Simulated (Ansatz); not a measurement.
# AlRu: restoring forces

Aim: deform AlRu (atom 1 (Al) moved by (0.115, 0.115, 0.115) Å) and compute stress, forces and field gradients with LAPW, PAW and all-electron datasets made for the crystal.

Computed with Ansatz 0.2.0 (DFT PBE, scalar-relativistic, unless a step's input says otherwise).

## 1. Starting point

Symmetry: Pm-3m, No. 221, cubic system. Conventional cell: a = 2.992 Å, b = 2.992 Å, c = 2.992 Å, α = 90.00°, β = 90.00°, γ = 90.00°. Al (site symmetry m-3m) is surrounded by 8 Ru at 2.59 Å. Around Ru (site symmetry m-3m) lie 8 Al at 2.59 Å.

As a file:

```cif
data_structure
_symmetry_space_group_name_H-M 'Pm-3m'
_symmetry_Int_Tables_number 221
_cell_length_a 2.9916
_cell_length_b 2.9916
_cell_length_c 2.9916
_cell_angle_alpha 90.000
_cell_angle_beta 90.000
_cell_angle_gamma 90.000
_cell_volume 26.77
loop_
_atom_site_label
_atom_site_type_symbol
_atom_site_symmetry_multiplicity
_atom_site_Wyckoff_symbol
_atom_site_fract_x
_atom_site_fract_y
_atom_site_fract_z
_atom_site_occupancy
Al1 Al 1 a 0.00000 0.00000 0.00000 1
Ru1 Ru 1 b 0.50000 0.50000 0.50000 1
```

The file gives the conventional cell by its symmetry; the runs use the cell typed in the input.

Atoms are numbered in the order of the input: Al1, Ru2.

## 2. The deformed structure

Space group Pm-3m before, R3m after.

## 3. Full-potential LAPW

input.yaml reads:

```yaml
crystal:
  lattice:
    - [2.9916, 0.0, 0.0]
    - [0.0, 2.9916, 0.0]
    - [0.0, 0.0, 2.9916]
  atoms:
    - { symbol: Al, position: [0.0385980746, 0.0385980746, 0.0385980746] }
    - { symbol: Ru, position: [0.5, 0.5, 0.5] }
kpoints:
  mp_grid: { grid: [12, 12, 12] }
scf:
  occupations: { method: fermi_dirac, width: 0.05 }
hamiltonian:
  xc: pbe
  pseudopotentials: { kind: all_electron, lapw: { basis_error: 0.001 } }
output:
  forces: true
  stress: true
  eigenvalues: true
```

Launch:

```
$ ansatz run input.yaml --threads 1 --pin off --max-ram 2048MiB --backend cpu --events-out ev --progress --plain --runs-dir out
```

## 4. Frozen-core PAW

input.yaml: that of step 3 with these lines changed.

```diff
@@ -14,3 +14,3 @@
   xc: pbe
-  pseudopotentials: { kind: all_electron, lapw: { basis_error: 0.001 } }
+  pseudopotentials: { kind: paw }
 output:
@@ -19 +19,2 @@
   eigenvalues: true
+  efg: { contact_densities: true }
```

## 5. All-electron PAW on datasets made for the crystal

input.yaml: that of step 4 with these lines changed.

```diff
@@ -14,3 +14,3 @@
   xc: pbe
-  pseudopotentials: { kind: paw }
+  pseudopotentials: { kind: all_electron, datasets: crystal }
 output:
```

(Steps that only read results are left out.)

Before running it: what results should come out? Wanted: pressure; largest shear or deviatoric stress; force on Al1 along the move.

The runs gave:

| quantity | value |
| --- | --- |
| pressure | LAPW 5.53, PAW 5.59, crystal datasets 5.53 GPa |
| largest shear or deviatoric stress (LAPW) | 2.16 GPa |
| force on Al1 along the move | -1.676 eV/Å |

**Reading.** Al1 feels a force against its move, a stiffness of 8.38 eV/Å² with all periodic images moving together. No run of the undeformed cell stands beside it, so pressure and stress hold what the given cell had before the change, as far as its symmetry allows. PAW: stress within 0.06 GPa of LAPW, forces within 2 meV/Å. Crystal datasets: stress within 0.01 GPa of LAPW, forces within 1 meV/Å.
